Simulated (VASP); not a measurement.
# Hf (Fm-3m) in VASP: settings compared

One crystal, Hf, is run at these levels: PBE, PBEsol+U, PBE+dDsC; tasks: single point, atomic charges.

All numbers are computed with VASP 6.6.1; they aren't measurements. Logs are shortened: lines on timing, memory, paths and dates and some standing lists are left out, and cuts for length are marked.

## Step 1: The structure

Symmetry: Fm-3m, No. 225, cubic system. Conventional cell: a = 4.440 Å, b = 4.440 Å, c = 4.440 Å, α = 90.00°, β = 90.00°, γ = 90.00°. Hf (site symmetry m-3m) is surrounded by 12 Hf at 3.14 Å.

This isn't the form of Hf at room conditions, which is hcp.

## Step 2: Single point, PBE

INCAR

```
  PREC = Accurate
  ENCUT = 520
  EDIFF = 1E-6
  ISMEAR = 0
  SIGMA = 0.1
  LREAL = F
  LASPH = T
  NELM = 60
  ALGO = Normal
  ISIF = 2
  LWAVE = F
  LCHARG = T
  GGA = PE
  LELF = T
  LVHAR = T
  NBANDS = 11
```

KPOINTS

```
Automatic mesh
0
Gamma
  10 10 10
```

POSCAR

```
Hf
3.1396
    0.000000000000      0.707096445407      0.707096445407
    0.707096445407      0.000000000000      0.707096445407
    0.707096445407      0.707096445407      0.000000000000
Hf
1
Direct
    0.0000000000      0.0000000000      0.0000000000
```

Potentials or basis: VASP PAW PBE potentials, release 64 (Hf_pv).

Started as:

```
cat potpaw_PBE.64/Hf_pv/POTCAR > POTCAR
mpirun -np 1 vasp_std > vasp.out
```

OUTCAR:

```text
PREC = Accurate
   ENCUT = 520
   EDIFF = 1E-6
   ISMEAR = 0
   LREAL = F
   LASPH = T
   NELM = 60
   ISIF = 2
   GGA = PE

 ion  position               nearest neighbor table
   1  0.000  0.000  0.000-

  LATTYP: Found a face centered cubic cell.
 ALAT       =     4.4400000000

  Lattice vectors:

 A1 = (   0.0000000000,   2.2200000000,   2.2200000000)
 A2 = (   2.2200000000,   0.0000000000,   2.2200000000)
 A3 = (   2.2200000000,   2.2200000000,   0.0000000000)

Analysis of symmetry for initial positions (statically):
=====================================================================
 Subroutine PRICEL returns:
 Original cell was already a primitive cell.

 Routine SETGRP: Setting up the symmetry group for a
 face centered cubic supercell.

 Subroutine GETGRP returns: Found 48 space group operations
 (whereof 48 operations were pure point group operations)
 out of a pool of 48 trial point group operations.

The static configuration has the point symmetry O_h .

Analysis of symmetry for dynamics (positions and initial velocities):
=====================================================================
 Subroutine PRICEL returns:
 Original cell was already a primitive cell.

 Routine SETGRP: Setting up the symmetry group for a
 face centered cubic supercell.

 Subroutine GETGRP returns: Found 48 space group operations
 (whereof 48 operations were pure point group operations)
 out of a pool of 48 trial point group operations.

The dynamic configuration has the point symmetry O_h .

 Subroutine INISYM returns: Found 48 space group operations
 (whereof 48 operations are pure point group operations),
 and found     1 'primitive' translations

----------------------------------------------------------------------------------------

                                     Primitive cell

  volume of cell :      21.8821

  direct lattice vectors                    reciprocal lattice vectors
     0.000000000  2.220000000  2.220000000    -0.225225225  0.225225225  0.225225225
     2.220000000  0.000000000  2.220000000     0.225225225 -0.225225225  0.225225225
     2.220000000  2.220000000  0.000000000     0.225225225  0.225225225 -0.225225225

  length of vectors
     3.139554108  3.139554108  3.139554108     0.390101533  0.390101533  0.390101533

  position of ions in fractional coordinates (direct lattice)
     0.000000000  0.000000000  0.000000000

  ion indices of the primitive-cell ions
   primitive index   ion index
                 1           1

[... 100 lines left out ...]
   ISYM   =      2    0-nonsym 1-usesym 2-fastsym
   POTIM  = 0.5000    time-step for ionic-motion
   TEBEG  =    0.0;   TEEND  =   0.0 temperature during run
   PSTRESS=    0.0 pullay stress
   NELECT =      10.0000    total number of electrons
   NUPDOWN=      -1.0000    fix difference up-down
   EMIN   =  10.00;   EMAX   =-10.00  energy-range for DOS
   EFERMI =   0.00;   METHOD = LEGACY
   ISMEAR =     0;   SIGMA  =   0.10  broadening in eV -4-tet -1-fermi 0-gaus
   EFERMI_NEDOS =   21; number of points for ismear=-14 and -15
   IALGO  =     38    algorithm
   IMIX   =      4    mixing-type and parameters
     AMIX     =   0.40;   BMIX     =  1.00
     AMIX_MAG =   1.60;   BMIX_MAG =  1.00
  volume/ion in A,a.u.               =      21.88       147.67
  Fermi-wavevector in a.u.,A,eV,Ry     =   1.260991  2.382927 21.634588  1.590097
  Thomas-Fermi vector in A             =   2.394472
   LORBIT       =      0    0 simple, 1 ext, 2 COOP (PROOUT), +10 PAW based schemes
   GGA     = PE    functional components
   LHFCALC =     F    Hartree Fock is set to
   AEXX    =    0.0000 exact exchange contribution
   IVDW    =     0    specifies the selected vdW correction
   LEPSILON=     F    determine dielectric tensor
   LRPA    =     F    only Hartree local field effects (RPA)
 non-spin polarized calculation
 Gauss-broadening in eV      SIGMA  =   0.10
  energy-cutoff  :      520.00
  volume of cell :       21.88
 maximum number of plane-waves:       609
   NGX = 11   NGY = 11   NGZ = 11

 number of electron      10.0000000 magnetization

 Free energy of the ion-electron system (eV)
  ---------------------------------------------------
  ext. energy  EPLUGINS =         0.00000000
  ---------------------------------------------------
  free energy    TOTEN  =        -9.85325735 eV

  energy without entropy =       -9.84730329  energy(sigma->0) =       -9.85028032

 E-fermi :   4.9080     XC(G=0): -11.3851

 val. band max:        4.8829763528   @ k =   0.3000   0.0000   0.0000
 cond. band min:       4.9274806920   @ k =  -0.2000   0.1000   0.0000
 fundamental gap:      0.0445043393
 Fermi energy:         4.9080496950

 k-point     1 :       0.0000    0.0000    0.0000
  band No.  band energies     occupation
      1     -25.0276      2.00000
      2     -25.0276      2.00000
      3     -25.0276      2.00000
      4      -2.3900      2.00000
      5       6.3147      0.00000
      6       6.3147      0.00000
      7       6.3147      0.00000
      8       9.1848      0.00000
      9       9.1848      0.00000
     10      16.2887      0.00000
     11      18.0511      0.00000
[... 533 lines left out ...]
 k-point    40 :      -0.2000    0.3000    0.1000
  band No.  band energies     occupation
      1     -25.6672      2.00000
      2     -25.3911      2.00000
      3     -25.1756      2.00000
      4       2.1336      2.00000
      5       4.2906      2.00000
      6       4.7218      1.99158
      7       7.8209      0.00000
      8       9.0835      0.00000
      9      12.3388      0.00000
     10      15.9925      0.00000
     11      18.0625      0.00000

 [... further k-points ...]

------------------------ aborting loop because EDIFF is reached ----------------------------------------

  FORCE on cell =-STRESS in cart. coord.  units (eV):
  Direction    XX          YY          ZZ          XY          YZ          ZX
  --------------------------------------------------------------------------------------
  -------------------------------------------------------------------------------------
  Total        0.3506381      0.3506381      0.3506381     -0.0000000     -0.0000000      0.0000000
  in kB       25.6732486     25.6732486     25.6732486     -0.0000000     -0.0000000      0.0000000
  external PRESSURE =      25.6732486 kB  Pullay stress =       0.0000000 kB

 VOLUME and BASIS-vectors are now :
 -----------------------------------------------------------------------------
  energy-cutoff  :      520.00
  volume of cell :       21.88
      direct lattice vectors                 reciprocal lattice vectors
     0.000000000  2.220000000  2.220000000    -0.225225225  0.225225225  0.225225225
     2.220000000  0.000000000  2.220000000     0.225225225 -0.225225225  0.225225225
     2.220000000  2.220000000  0.000000000     0.225225225  0.225225225 -0.225225225

 POSITION                                       TOTAL-FORCE (eV/Angst)
 -----------------------------------------------------------------------------------
      0.00000      0.00000      0.00000        -0.000000      0.000000      0.000000
 -----------------------------------------------------------------------------------
    total drift:                               -0.000000     -0.000000     -0.000000

  FREE ENERGIE OF THE ION-ELECTRON SYSTEM (eV)
  ---------------------------------------------------
  free  energy   TOTEN  =        -9.8532573470 eV

  energy  without entropy=       -9.8473032933  energy(sigma->0) =       -9.85028032
```

Wall time 7.5 s (1 thread of AMD EPYC 9R45 (Zen 5), shared host); peak memory 0.11 GiB.

What came out:

```
Free energy            : -9.8533 eV
Pressure               : 2.6 GPa
Band gap on the k mesh : none (metal or under the smearing width)
```

The run has no spin-orbit coupling, so splittings on Hf are missing.

## Step 3: Single point, PBE

run.py

```python
from ase.calculators.vasp import Vasp
from ase.dft.bandgap import bandgap
from ase.io import read

atoms = read('Hf.cif')
calc = Vasp(
    directory='calc',
    xc='pbe',
    pp='PBE',
    setups='recommended',
    prec='Accurate',
    encut=520,
    ediff=1e-07,
    ismear=0,
    sigma=0.1,
    lreal=False,
    lasph=True,
    nelm=100,
    algo='Normal',
    isif=2,
    lwave=False,
    lcharg=False,
    kpts=[10, 10, 10],
    gamma=True,
)
atoms.calc = calc

print('energy (eV):', atoms.get_potential_energy())
print('free energy (eV):', atoms.get_potential_energy(force_consistent=True))
print('forces (eV/A):')
print(atoms.get_forces())
print('stress (eV/A^3, Voigt):', atoms.get_stress())
print('Fermi level (eV):', calc.get_fermi_level())
gap, top, bottom = bandgap(calc)
print('band gap (eV):', gap, 'from (spin, k, band)', top, 'to', bottom)
```

Hf.cif

```cif
data_Hf
_cell_length_a 3.13955411
_cell_length_b 3.13955411
_cell_length_c 3.13955411
_cell_angle_alpha 60.00000000
_cell_angle_beta 60.00000000
_cell_angle_gamma 60.00000000
_space_group_name_H-M_alt 'P1'
_space_group_name_Hall 'P 1'
_space_group_IT_number 1
loop_
_space_group_symop_operation_xyz
'x,y,z'
loop_
_atom_site_label
_atom_site_type_symbol
_atom_site_symmetry_multiplicity
_atom_site_Wyckoff_symbol
_atom_site_fract_x
_atom_site_fract_y
_atom_site_fract_z
_atom_site_occupancy
Hf1 Hf 1 a 0.0000000000 0.0000000000 0.0000000000 1
```

Potentials or basis: VASP PAW PBE potentials, release 64 (Hf_pv).

Started as:

```
python run.py
```

Standard output:

```text
energy (eV): -9.85028048
free energy (eV): -9.85325729
forces (eV/A):
[[ 0. -0.  0.]]
stress (eV/A^3, Voigt): [-0.01601435 -0.01601435 -0.01601435  0.          0.         -0.        ]
Fermi level (eV): 4.90804028
band gap (eV): 0.0 from (spin, k, band) (None, None, None) to (None, None, None)
```

OUTCAR:

```text
ENCUT = 520.000000
   EDIFF = 1.00e-07
   GGA = PE
   PREC = Accurate
   ISIF = 2
   ISMEAR = 0
   NELM = 100
[... 719 lines left out ...]
 -----------------------------------------------------------------------------------
      0.00000      0.00000      0.00000         0.000000     -0.000000      0.000000
 -----------------------------------------------------------------------------------
    total drift:                               -0.000000     -0.000000     -0.000000

  FREE ENERGIE OF THE ION-ELECTRON SYSTEM (eV)
  ---------------------------------------------------
  free  energy   TOTEN  =        -9.8532572875 eV

  energy  without entropy=       -9.8473036715  energy(sigma->0) =       -9.85028048
```

INCAR:

```text
ENCUT = 520.000000
SIGMA = 0.100000
EDIFF = 1.00e-07
ALGO = Normal
GGA = PE
PREC = Accurate
ISIF = 2
ISMEAR = 0
NELM = 100
LASPH = .TRUE.
LCHARG = .FALSE.
LWAVE = .FALSE.
LREAL = .FALSE.
```

Run time: 9.4 s. Hardware: 1 thread of AMD EPYC 9R45 (Zen 5), shared host; peak memory 0.1 GiB.

Results:

* Free energy: -9.8533 eV
* Pressure: 2.6 GPa
* Band gap on the k mesh: none (metal or under the smearing width)

## Step 4: Single point, PBEsol+U (cell strained at random at fixed volume)

Edit run.py of step 3 so:

```diff
@@ -4,6 +4,6 @@
 
-atoms = read('Hf.cif')
+atoms = read('Hf.xyz')
 calc = Vasp(
     directory='calc',
-    xc='pbe',
+    xc='pbesol',
     pp='PBE',
@@ -12,4 +12,4 @@
     encut=520,
-    ediff=1e-07,
-    ismear=0,
+    ediff=1e-06,
+    ismear=1,
     sigma=0.1,
@@ -17,4 +17,4 @@
     lasph=True,
-    nelm=100,
-    algo='Normal',
+    nelm=80,
+    algo='Fast',
     isif=2,
@@ -22,4 +22,9 @@
     lcharg=False,
+    lmaxmix=4,
+    ldautype=2,
+    ldauprint=1,
+    ldau_luj={'Hf': {'L': 2, 'U': 2, 'J': 0}},
     kpts=[10, 10, 10],
     gamma=True,
+    nbands=11,
 )
```

Hf.xyz

```xyz
1
Lattice="0.0016180000 2.2239260000 2.2394230000 2.1928380000 0.0159440000 2.2250970000 2.2162640000 2.2330260000 -0.0074830000" Properties=species:S:1:pos:R:3 pbc="T T T"
Hf    -0.2167164255      0.0586345125     -0.0054208158
```

Started as:

```
python run.py
```

Run time: 69 s. Hardware: 1 thread of AMD EPYC 9R45 (Zen 5), shared host; peak memory 0.2 GiB.

It converged, with:

```yaml
Free_energy: -9.1081 eV
Pressure: 5.1 GPa
Band_gap_on_the_k_mesh: none (metal or under the smearing width)
```

Stress tensor (GPa, compression positive):
```
 5.60 -0.67  0.57
-0.67  5.30 -0.15
 0.57 -0.15  4.55
```

Levels at points of the mesh, in eV from the Fermi level:
| k point | band 1 | band 2 | band 3 | band 4 | band 5 | band 6 | band 7 | band 8 | band 9 | band 10 |
| --- | --- | --- | --- | --- | --- | --- | --- | --- | --- | --- |
| (0.00, 0.00, 0.00) | -30.31 | -30.31 | -30.29 | -7.56 | 1.47 | 1.53 | 1.75 | 4.49 | 4.71 | 11.19 |
| (0.50, 0.00, 0.00) | -31.18 | -30.43 | -30.41 | -3.76 | 0.40 | 1.31 | 1.49 | 6.62 | 6.84 | 9.63 |
| (0.00, 0.50, 0.00) | -31.19 | -30.44 | -30.43 | -3.72 | 0.51 | 1.31 | 1.39 | 6.69 | 6.86 | 9.73 |
| (0.50, 0.50, 0.00) | -31.12 | -30.62 | -30.59 | -3.29 | -2.06 | 2.26 | 6.83 | 7.31 | 7.41 | 9.74 |
| (0.00, 0.00, 0.50) | -31.17 | -30.42 | -30.40 | -3.79 | 0.34 | 1.26 | 1.59 | 6.69 | 6.74 | 9.55 |
| (0.50, 0.00, 0.50) | -31.12 | -30.64 | -30.60 | -3.27 | -2.08 | 2.37 | 6.81 | 7.26 | 7.46 | 9.66 |
| (0.00, 0.50, 0.50) | -31.12 | -30.64 | -30.62 | -3.25 | -2.10 | 2.50 | 6.80 | 7.31 | 7.41 | 9.65 |
| (0.50, 0.50, 0.50) | -31.17 | -30.43 | -30.41 | -3.77 | 0.39 | 1.24 | 1.57 | 6.66 | 6.81 | 9.61 |

Eigenvalues of the final occupation matrices:
| site | spin | trace | eigenvalues |
| --- | --- | --- | --- |
| site 1 d | 1 | 0.77 | 0.12 0.12 0.18 0.18 0.18 |
| site 1 d | 2 | 0.77 | 0.12 0.12 0.18 0.18 0.18 |

Caveat: the PAW data sets were made with another functional, which shifts forces and pressure a little; U without spin polarisation on a metal has little footing; the U is typed as a test and isn't derived for this compound.

## Step 5: Atomic charges, PBE+dDsC

INCAR

```
SYSTEM = Hf
  ALGO = Fast
  EDIFF = 1E-7
  ENCUT = 520
  GGA = PE
  ISIF = 2
  ISMEAR = 1
  IVDW = 4
  LASPH = .TRUE.
  LCHARG = .FALSE.
  LORBIT = 11
  LREAL = .FALSE.
  LWAVE = .FALSE.
  NELM = 100
  PREC = Accurate
  SIGMA = 0.2
```

KPOINTS

```
k-points
0
G
  10 10 10
  0 0 0
```

POSCAR

```
Hf
1.0
    0.0000000000      2.2200000000      2.2200000000
    2.2200000000      0.0000000000      2.2200000000
    2.2200000000      2.2200000000      0.0000000000
Hf
1
Direct
    0.0000000000      0.0000000000      0.0000000000
```

Started as:

```
cat potpaw_PBE.64/Hf_pv/POTCAR > POTCAR
mpirun -np 1 vasp_std > vasp.out
```

It took 12 s on 1 thread of Intel Xeon 6975P-C (Granite Rapids), shared host; peak memory 0.13 GiB.

It converged, with:

* Free energy: -10.1248 eV
* Pressure: 0.4 GPa
* Band gap on the k mesh: none (metal or under the smearing width)
* Valence electrons inside the program's atomic spheres: Hf 8.37
* Dispersion energy per atom: -0.276 eV

Levels at points of the mesh, in eV from the Fermi level:
```
           k point  band 3  band 4  band 5  band 6  band 7  band 8
(0.00, 0.00, 0.00)  -29.93   -7.29    1.41    1.41    1.41    4.28
(0.50, 0.00, 0.00)  -30.05   -3.70    0.65    1.18    1.18    6.46
(0.50, 0.50, 0.00)  -30.24   -3.35   -2.21    2.64    6.48    7.11
```

Caveat: pairwise dispersion overbinds metals, which lowers pressure and volume.

## Step 6: The runs side by side

| task | level | U | cell | smearing | gap on the mesh (eV) | pressure (GPa) |
| --- | --- | --- | --- | --- | --- | --- |
| single point | PBE | - | as given | gaussian 0.1 eV | none | 2.6 |
| single point | PBEsol+U | Hf d U = 2 eV | cell strained at random at fixed volume | methfessel-paxton 0.1 eV | none | 5.1 |
| atomic charges | PBE+dDsC | - | as given | methfessel-paxton 0.2 eV | none | 0.4 |

Alike in all rows: potentials or basis VASP PAW PBE potentials, release 64 (Hf_pv); no spin polarisation; k mesh 10 × 10 × 10; cutoff (eV) 520.

Caveats: the PAW data sets were made with another functional, which shifts forces and pressure a little (some runs); U without spin polarisation on a metal has little footing (some runs); the U is typed as a test and isn't derived for this compound (some runs); pairwise dispersion overbinds metals, which lowers pressure and volume (some runs).

Total energies depend on the potentials used, so only differences within one code and one set of settings carry meaning.
